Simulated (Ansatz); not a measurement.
**Band structure of CdO**

```xyz
2
Lattice="0.0000 2.3610 2.3610 2.3610 0.0000 2.3610 2.3610 2.3610 0.0000" Properties=species:S:1:pos:R:3 pbc="T T T"
Cd    0.0000    0.0000    0.0000
O     2.3610    2.3610    2.3610
```

Atom numbers follow the list: Cd1, O2.

The cell is the one relaxed in the Materials Project (mp-1132), not relaxed further here; entries there can be hypothetical.

Theory: Ansatz 0.2.0, DFT, PBE, all-electron LAPW, scalar-relativistic.

Settings: a Γ-centred 13×13×13 k mesh, Fermi–Dirac smearing of 0.05 eV, basis error target 0.25 meV/atom, no spin polarisation.

Points in fractions of the reciprocal vectors of this cell: Γ (0, 0, 0), X (0.5, 0, 0.5), U (0.625, 0.25, 0.625), K (0.375, 0.375, 0.75), L (0.5, 0.5, 0.5), W (0.5, 0.25, 0.75). The path joins them by straight lines in the order Γ–X–U–K–Γ–L–W–X; legs that retrace an earlier one aren't tabulated. Energies are in eV from the Fermi level.

Metal or insulator at this level of theory?

No gap opens: metallic or semimetallic.

Tabulate bands 16 to 21, counted from the lowest band of the run, along the path.


```csv
k (1/Å),point,band 16,band 17,band 18,band 19,band 20,band 21
0.00,Γ,-6.55,-1.47,-1.47,-1.47,-0.60,14.35
0.33,,-6.52,-2.43,-1.52,-1.52,1.23,13.17
0.67,,-6.43,-3.00,-1.76,-1.76,3.37,10.50
1.00,,-6.33,-3.64,-2.18,-2.18,4.02,8.47
1.33,X,-5.89,-4.38,-2.41,-2.41,3.69,8.29
1.45,,-5.91,-4.30,-2.47,-2.33,3.80,8.30
1.57,,-5.98,-4.10,-2.61,-2.10,4.14,8.31
1.68,,-6.08,-3.81,-2.80,-1.78,4.63,8.34
1.80,U,-6.16,-3.49,-2.99,-1.40,5.21,8.39
2.00,,-6.16,-3.41,-2.86,-1.38,5.66,7.90
2.21,,-6.14,-3.43,-2.67,-1.49,5.97,7.69
2.41,,-6.16,-3.41,-2.86,-1.38,5.66,7.90
2.62,K,-6.16,-3.49,-2.99,-1.40,5.21,8.39
2.97,,-6.23,-3.39,-2.50,-0.42,5.73,7.47
3.32,,-6.34,-3.43,-1.81,-0.34,3.47,10.16
3.67,,-6.55,-2.75,-1.53,-1.03,1.21,12.49
4.03,Γ,-6.55,-1.47,-1.47,-1.47,-0.60,14.35
4.32,,-6.64,-2.61,-1.27,-1.27,0.76,12.74
4.60,,-6.55,-3.56,-0.80,-0.80,2.43,9.96
4.89,,-6.39,-3.90,-0.35,-0.35,3.74,7.86
5.18,L,-6.31,-3.93,-0.17,-0.17,4.26,7.06
5.41,,-6.32,-3.90,-0.68,-0.32,4.86,6.89
5.65,,-6.31,-3.76,-1.72,-0.78,6.17,6.45
5.89,,-6.14,-3.43,-2.67,-1.49,5.97,7.69
6.12,W,-5.99,-3.09,-3.09,-2.01,5.77,8.70
6.29,,-5.98,-3.47,-2.78,-2.05,5.36,8.46
6.45,,-5.97,-3.88,-2.57,-2.17,4.57,8.34
6.62,,-5.93,-4.23,-2.45,-2.33,3.92,8.30
6.79,X,-5.89,-4.38,-2.41,-2.41,3.69,8.29
```
